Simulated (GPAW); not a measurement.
Fitting the BLYP+D3(BJ) energy curve of Sn

It takes space group Fd-3m (No. 227, cubic). The conventional cell has a = 6.467 Å, b = 6.467 Å, c = 6.467 Å, α = 90.00°, β = 90.00°, γ = 90.00°. Sn (site symmetry -43m) has 4 Sn at 2.80 Å as nearest neighbours.

This isn't the form of Sn at room conditions, which is tetragonal (white tin).

The cell was scaled at fixed shape and fractions and run with GPAW, PAW data sets generated for this functional, cutoff 600 eV; BLYP+D3(BJ), k mesh 6 × 6 × 6 on the cell of 2 atoms, fermi-dirac occupations of 0.05 eV, no spin polarisation, no spin-orbit coupling. Energies are those that the program minimises, any entropy of the smearing included. For a metal such a mesh isn't converged to the digits shown.

```csv
V (Å³/atom),energy over the lowest row (meV/atom)
31.7748,59.72
32.4509,?
33.1269,22.69
33.8030,11.34
34.4791,4.08
35.1551,0.45
35.8312,0.00
```

**Question.** Fit the third-order Birch-Murnaghan form, give V0, B0 and B′, and predict the energy left open.

**Answer.** With y = (V0/V)^(2/3), E = E0 + (9 V0 B0/16) [(y - 1)³ B′ + (y - 1)² (6 - 4y)]. Least squares through the rows shown give V0 = 35.5882 Å³/atom, E0 = -0.19 meV, B0 = 37.05 GPa (1 eV/Å³ = 160.218 GPa) and B′ = 5.29, with a largest miss of 0.01 meV. At V = 32.4509 the form with these constants gives 38.62 meV; the run gave 38.61 meV an atom. Measured volume: 34.16 Å³/atom at 300 K (a printed reference work), so the fit lies +4.2 % from it. The runs are for a static lattice.
